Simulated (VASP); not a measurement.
# Ti3Al (P6_3/mmc) in VASP: single point with PBE

Aim: the single point of Ti3Al with PBE.

Program: VASP 6.6.1. These are calculated values, not measurements. Logs are shortened: lines on timing, memory, paths and dates and some standing lists are left out, and cuts for length are marked.

**1. The crystal as given**

The structure is hexagonal, space group P6_3/mmc (No. 194). Conventional cell: a = 5.748 Å, b = 5.748 Å, c = 4.631 Å, α = 90.00°, β = 90.00°, γ = 120.00°. Ti (site symmetry mm2) has 8 Ti at 2.81 to 2.93 Å and 4 Al at 2.83 to 2.87 Å as nearest neighbours. Around Al (site symmetry -6m2) lie 12 Ti at 2.83 to 2.87 Å.

The cell comes from a database or a generator and needn't be the stable form of this composition.

**2. Single point, PBE**

Input file INCAR:

```
SYSTEM = Ti3Al
ALGO = Fast ; EDIFF = 1E-6
ENCUT = 520 ; GGA = PE
ISIF = 2 ; ISMEAR = 0
LASPH = .True. ; LCHARG = .False.
LREAL = .False. ; LWAVE = .False.
NBANDS = 49 ; NELM = 100
PREC = Accurate ; SIGMA = 0.1
```

Input file KPOINTS:

```
k-points
0
Gamma
  6 6 4
  0 0 0
```

Input file POSCAR:

```
Ti3Al
1.0
    5.7476978300      0.0000000000      0.0000000000
   -2.8738489200      4.9776525500      0.0000000000
    0.0000000000      0.0000000000      4.6305470500
Ti Al
6 2
Direct
    0.8299031900      0.6598063100      0.2500000000
    0.1700968300      0.8299031900      0.7500000000
    0.6598063100      0.8299031900      0.7500000000
    0.3401936600      0.1700968300      0.2500000000
    0.8299031900      0.1700968300      0.2500000000
    0.1700968300      0.3401936600      0.7500000000
    0.3333333400      0.6666666900      0.2500000000
    0.6666666900      0.3333333400      0.7500000000
```

Potentials or basis: VASP PAW PBE potentials, release 64 (Ti_sv, Al).

Launch:

```console
$ cat potpaw_PBE.64/Ti_sv/POTCAR potpaw_PBE.64/Al/POTCAR > POTCAR
$ mpirun -np 1 vasp_std > vasp.out
```

OUTCAR:

```text
SYSTEM = Ti3Al
   EDIFF = 1E-6
   ENCUT = 520
   GGA = PE
   ISIF = 2
   ISMEAR = 0
   LASPH = .True.
   LREAL = .False.
   NELM = 100
   PREC = Accurate

 ion  position               nearest neighbor table
   1  0.830  0.660  0.250-   5 2.81   4 2.81   8 2.83   8 2.83   2 2.87   2 2.87   3 2.87   3 2.87
                             7 2.87   7 2.87
   2  0.170  0.830  0.750-   3 2.81   6 2.81   7 2.83   7 2.83   1 2.87   1 2.87   4 2.87   4 2.87
                             8 2.87   8 2.87
   3  0.660  0.830  0.750-   2 2.81   6 2.81   7 2.83   7 2.83   5 2.87   5 2.87   1 2.87   1 2.87
                             8 2.87   8 2.87
   4  0.340  0.170  0.250-   1 2.81   5 2.81   8 2.83   8 2.83   2 2.87   2 2.87   6 2.87   6 2.87
                             7 2.87   7 2.87
   5  0.830  0.170  0.250-   1 2.81   4 2.81   8 2.83   8 2.83   6 2.87   6 2.87   3 2.87   3 2.87
                             7 2.87   7 2.87
   6  0.170  0.340  0.750-   3 2.81   2 2.81   7 2.83   7 2.83   5 2.87   5 2.87   4 2.87   4 2.87
                             8 2.87   8 2.87
   7  0.333  0.667  0.250-   3 2.83   3 2.83   2 2.83   2 2.83   6 2.83   6 2.83   1 2.87   4 2.87
                             5 2.87   5 2.87   4 2.87   1 2.87
   8  0.667  0.333  0.750-   1 2.83   1 2.83   5 2.83   5 2.83   4 2.83   4 2.83   3 2.87   6 2.87
                             2 2.87   6 2.87   2 2.87   3 2.87

  LATTYP: Found a hexagonal cell.
 ALAT       =     5.7476978300
 C/A-ratio  =     0.8056350885

  Lattice vectors:

 A1 = (   5.7476978300,   0.0000000000,   0.0000000000)
 A2 = (  -2.8738489200,   4.9776525500,   0.0000000000)
 A3 = (   0.0000000000,   0.0000000000,   4.6305470500)

Analysis of symmetry for initial positions (statically):
=====================================================================
 Subroutine PRICEL returns:
 Original cell was already a primitive cell.

 Routine SETGRP: Setting up the symmetry group for a
 hexagonal supercell.

 Subroutine GETGRP returns: Found 24 space group operations
 (whereof 12 operations were pure point group operations)
 out of a pool of 24 trial point group operations.

The static configuration has the point symmetry D_3d.
 The point group associated with its full space group is D_6h.

Analysis of symmetry for dynamics (positions and initial velocities):
=====================================================================
 Subroutine PRICEL returns:
 Original cell was already a primitive cell.

 Routine SETGRP: Setting up the symmetry group for a
 hexagonal supercell.

 Subroutine GETGRP returns: Found 24 space group operations
 (whereof 12 operations were pure point group operations)
 out of a pool of 24 trial point group operations.

The dynamic configuration has the point symmetry D_3d.
 The point group associated with its full space group is D_6h.

 Subroutine INISYM returns: Found 24 space group operations
 (whereof 12 operations are pure point group operations),
 and found     1 'primitive' translations

----------------------------------------------------------------------------------------

                                     Primitive cell

  volume of cell :     132.4801

  direct lattice vectors                    reciprocal lattice vectors
     5.747697830  0.000000000  0.000000000     0.173982702  0.100448956  0.000000000
    -2.873848920  4.977652550  0.000000000     0.000000000  0.200897911  0.000000000
     0.000000000  0.000000000  4.630547050     0.000000000  0.000000000  0.215957205

  length of vectors
     5.747697830  5.747698020  4.630547050     0.200897918  0.200897911  0.215957205

  position of ions in fractional coordinates (direct lattice)
     0.829903190  0.659806310  0.250000000
     0.170096830  0.829903190  0.750000000
     0.659806310  0.829903190  0.750000000
     0.340193660  0.170096830  0.250000000
     0.829903190  0.170096830  0.250000000
     0.170096830  0.340193660  0.750000000
     0.333333340  0.666666690  0.250000000
     0.666666690  0.333333340  0.750000000

  ion indices of the primitive-cell ions
   primitive index   ion index
                 1           1
                 2           2
                 3           3
                 4           4
                 5           5
                 6           6
                 7           7
                 8           8

----------------------------------------------------------------------------------------

 KPOINTS: k-points

Automatic generation of k-mesh.
 Grid dimensions read from file:
 generate k-points for:    6    6    4

 Generating k-lattice:

  Cartesian coordinates                     Fractional coordinates (reciprocal lattice)
     0.028997117  0.016741493  0.000000000     0.166666667  0.000000000  0.000000000
     0.000000000  0.033482985  0.000000000     0.000000000  0.166666667  0.000000000
     0.000000000  0.000000000  0.053989301     0.000000000  0.000000000  0.250000000

  Length of vectors
     0.033482986  0.033482985  0.053989301

  Shift w.r.t. Gamma in fractional coordinates (k-lattice)
     0.000000000  0.000000000  0.000000000

 Subroutine IBZKPT returns following result:
 ===========================================

 Found     21 irreducible k-points:

 Following reciprocal coordinates:
            Coordinates               Weight
  0.000000  0.000000  0.000000      1.000000
  0.166667  0.000000  0.000000      6.000000
  0.333333  0.000000  0.000000      6.000000
  0.500000  0.000000  0.000000      3.000000
  0.166667  0.166667  0.000000      6.000000
  0.333333  0.166667  0.000000     12.000000
[... 13 lines left out ...]
  0.333333  0.166667  0.500000     12.000000
  0.333333  0.333333  0.500000      2.000000
   k-points           NKPTS =     21   k-points in BZ     NKDIM =     21   number of bands    NBANDS=     49
   number of dos      NEDOS =    301   number of ions     NIONS =      8
   total plane-waves  NPLWV =  82944
   dimension x,y,z NGX =    48 NGY =   48 NGZ =   36
   dimension x,y,z NGXF=    96 NGYF=   96 NGZF=   72
   ions per type =               6   2
   NGX,Y,Z   is equivalent  to a cutoff of  13.88, 13.88, 12.92 a.u.
   NGXF,Y,Z  is equivalent  to a cutoff of  27.77, 27.77, 25.85 a.u.
 SYSTEM =  Ti3Al
   PREC   = accura    normal or accurate (medium, high low for compatibility)
   ISTART =      0    job   : 0-new  1-cont  2-samecut
   ICHARG =      2    charge: 1-file 2-atom 10-const
   ISPIN  =      1    spin polarized calculation?
   LNONCOLLINEAR =      F non collinear calculations
   LSORBIT =      F    spin-orbit coupling
   LASPH  =      T    aspherical Exc in radial PAW
   ENCUT  =  520.0 eV  38.22 Ry    6.18 a.u.  10.69 10.69  8.61*2*pi/ulx,y,z
   NELM   =    100;   NELMIN=  2; NELMDL= -5     # of ELM steps
   EDIFF  = 0.1E-05   stopping-criterion for ELM
   LREAL  =      F    real-space projection
   EDIFFG = 0.1E-04   stopping-criterion for IOM
   NSW    =      0    number of steps for IOM
   IBRION =     -1    ionic relax: 0-MD 1-quasi-New 2-CG
   NFREE  =      0    steps in history (QN), initial steepest desc. (CG)
   ISIF   =      2    stress and relaxation
   ISYM   =      2    0-nonsym 1-usesym 2-fastsym
   POTIM  = 0.5000    time-step for ionic-motion
   TEBEG  =    0.0;   TEEND  =   0.0 temperature during run
   PSTRESS=    0.0 pullay stress
   NELECT =      78.0000    total number of electrons
   NUPDOWN=      -1.0000    fix difference up-down
   EMIN   =  10.00;   EMAX   =-10.00  energy-range for DOS
   EFERMI =   0.00;   METHOD = LEGACY
   ISMEAR =     0;   SIGMA  =   0.10  broadening in eV -4-tet -1-fermi 0-gaus
   EFERMI_NEDOS =   21; number of points for ismear=-14 and -15
   IALGO  =     68    algorithm
   IMIX   =      4    mixing-type and parameters
     AMIX     =   0.40;   BMIX     =  1.00
     AMIX_MAG =   1.60;   BMIX_MAG =  1.00
  volume/ion in A,a.u.               =      16.56       111.75
  Fermi-wavevector in a.u.,A,eV,Ry     =   1.372112  2.592915 25.615555  1.882690
  Thomas-Fermi vector in A             =   2.497748
   LORBIT       =      0    0 simple, 1 ext, 2 COOP (PROOUT), +10 PAW based schemes
   GGA     = PE    functional components
   LHFCALC =     F    Hartree Fock is set to
   AEXX    =    0.0000 exact exchange contribution
   IVDW    =     0    specifies the selected vdW correction
   LEPSILON=     F    determine dielectric tensor
   LRPA    =     F    only Hartree local field effects (RPA)
 non-spin polarized calculation
 RMM-DIIS sequential band-by-band and
 Gauss-broadening in eV      SIGMA  =   0.10
  energy-cutoff  :      520.00
  volume of cell :      132.48
 maximum number of plane-waves:      3605
 NGX is ok and might be reduce to    48
   NGX = 21   NGY = 21   NGZ = 17

 number of electron      78.0000018 magnetization

 Free energy of the ion-electron system (eV)
  ---------------------------------------------------
  ext. energy  EPLUGINS =         0.00000000
  ---------------------------------------------------
  free energy    TOTEN  =       -56.74816606 eV

  energy without entropy =      -56.71356071  energy(sigma->0) =      -56.73086339

 E-fermi :   8.2576     XC(G=0): -11.3385

 val. band max:        8.2315817116   @ k =   0.0000   0.0000   0.5000
 cond. band min:       8.2608135798   @ k =   0.1667   0.0000   0.5000
 fundamental gap:      0.0292318682
 Fermi energy:         8.2575620350

 k-point     1 :       0.0000    0.0000    0.0000
  band No.  band energies     occupation
      1     -48.3136      2.00000
      2     -48.2176      2.00000
      3     -48.2172      2.00000
      4     -48.2172      2.00000
      5     -48.1711      2.00000
      6     -48.1711      2.00000
[... 41 lines left out ...]
     48      10.4550      0.00000
     49      10.5176      0.00000

 k-point     2 :       0.1667    0.0000    0.0000
  band No.  band energies     occupation
      1     -48.3079      2.00000
      2     -48.2247      2.00000
      3     -48.2174      2.00000
      4     -48.2153      2.00000
      5     -48.1719      2.00000
      6     -48.1710      2.00000
[... 41 lines left out ...]
     48      10.5053      0.00000
     49      10.8649      0.00000

 k-point     3 :       0.3333    0.0000    0.0000
  band No.  band energies     occupation
      1     -48.2925      2.00000
      2     -48.2430      2.00000
      3     -48.2177      2.00000
      4     -48.2100      2.00000
      5     -48.1745      2.00000
      6     -48.1707      2.00000
[... 41 lines left out ...]
     48      10.4223      0.00000
     49      10.5650      0.00000

 k-point     4 :       0.5000    0.0000    0.0000
  band No.  band energies     occupation
      1     -48.2768      2.00000
      2     -48.2599      2.00000
      3     -48.2179      2.00000
      4     -48.2068      2.00000
      5     -48.1765      2.00000
      6     -48.1706      2.00000
[... 821 lines left out ...]
     48      10.0964      0.00000
     49      10.4661      0.00000

 k-point    20 :       0.3333    0.1667    0.5000
  band No.  band energies     occupation
      1     -48.2445      2.00000
      2     -48.2445      2.00000
      3     -48.2157      2.00000
      4     -48.2157      2.00000
      5     -48.1942      2.00000
      6     -48.1942      2.00000
[... 41 lines left out ...]
     48       9.8666      0.00000
     49      10.1399      0.00000

 k-point    21 :       0.3333    0.3333    0.5000
  band No.  band energies     occupation
      1     -48.2386      2.00000
      2     -48.2386      2.00000
      3     -48.2216      2.00000
      4     -48.2216      2.00000
      5     -48.1942      2.00000
      6     -48.1942      2.00000
[... 41 lines left out ...]
     48       9.8090      0.00000
     49      10.0660      0.00000

------------------------ aborting loop because EDIFF is reached ----------------------------------------

  FORCE on cell =-STRESS in cart. coord.  units (eV):
  Direction    XX          YY          ZZ          XY          YZ          ZX
  --------------------------------------------------------------------------------------
  -------------------------------------------------------------------------------------
  Total        0.6616002      0.6616003      1.1975853     -0.0000000      0.0000000     -0.0000000
  in kB        8.0012052      8.0012059     14.4832563     -0.0000000      0.0000000     -0.0000000
  external PRESSURE =      10.1618891 kB  Pullay stress =       0.0000000 kB

 VOLUME and BASIS-vectors are now :
 -----------------------------------------------------------------------------
  energy-cutoff  :      520.00
  volume of cell :      132.48
      direct lattice vectors                 reciprocal lattice vectors
     5.747697830  0.000000000  0.000000000     0.173982702  0.100448956  0.000000000
    -2.873848920  4.977652550  0.000000000     0.000000000  0.200897911  0.000000000
     0.000000000  0.000000000  4.630547050     0.000000000  0.000000000  0.215957205

 POSITION                                       TOTAL-FORCE (eV/Angst)
 -----------------------------------------------------------------------------------
      2.87385      3.28429      1.15764        -0.000000      0.066140     -0.000000
     -1.40735      4.13097      3.47291        -0.057279      0.033070      0.000000
      1.40735      4.13097      3.47291         0.057279      0.033070      0.000000
      1.46650      0.84668      1.15764        -0.057279     -0.033070     -0.000000
      4.28120      0.84668      1.15764         0.057279     -0.033070     -0.000000
     -0.00000      1.69337      3.47291         0.000000     -0.066140      0.000000
     -0.00000      3.31844      1.15764        -0.000000      0.000000      0.000000
      2.87385      1.65922      3.47291        -0.000000      0.000000      0.000000
 -----------------------------------------------------------------------------------
    total drift:                                0.000154      0.000384     -0.000000

  FREE ENERGIE OF THE ION-ELECTRON SYSTEM (eV)
  ---------------------------------------------------
  free  energy   TOTEN  =       -56.7481660620 eV

  energy  without entropy=      -56.7135607086  energy(sigma->0) =      -56.73086339
```

It took 4.1 min on 1 thread of Intel Xeon 6975P-C (Granite Rapids), shared host; peak memory 0.32 GiB.

What came out:

```yaml
Free_energy: -56.7482 eV
Pressure: 1.0 GPa
Largest_force: 0.066 eV/Å
Band_gap_on_the_k_mesh: none (metal or under the smearing width)
```

Forces in eV/Å, atoms in the order of the input:
```
Ti   0.000  0.066  0.000
Ti  -0.057  0.033  0.000
Ti   0.057  0.033  0.000
Ti  -0.057 -0.033  0.000
Ti   0.057 -0.033  0.000
Ti   0.000 -0.066  0.000
Al   0.000  0.000  0.000
Al   0.000  0.000  0.000
```

Levels at points of the mesh, in eV from the Fermi level:
| k point | band 36 | band 37 | band 38 | band 39 | band 40 | band 41 | band 42 | band 43 |
| --- | --- | --- | --- | --- | --- | --- | --- | --- |
| (0.00, 0.00, 0.00) | -0.87 | -0.87 | -0.45 | -0.21 | 0.05 | 0.78 | 0.78 | 0.78 |
| (0.50, 0.00, 0.00) | -0.71 | -0.51 | -0.32 | -0.30 | 0.58 | 0.59 | 0.74 | 0.80 |
| (0.00, 0.00, 0.50) | -0.62 | -0.47 | -0.47 | -0.03 | -0.03 | 0.54 | 0.54 | 0.54 |
| (0.50, 0.00, 0.50) | -0.29 | -0.09 | -0.09 | 0.09 | 0.09 | 0.31 | 0.31 | 0.74 |
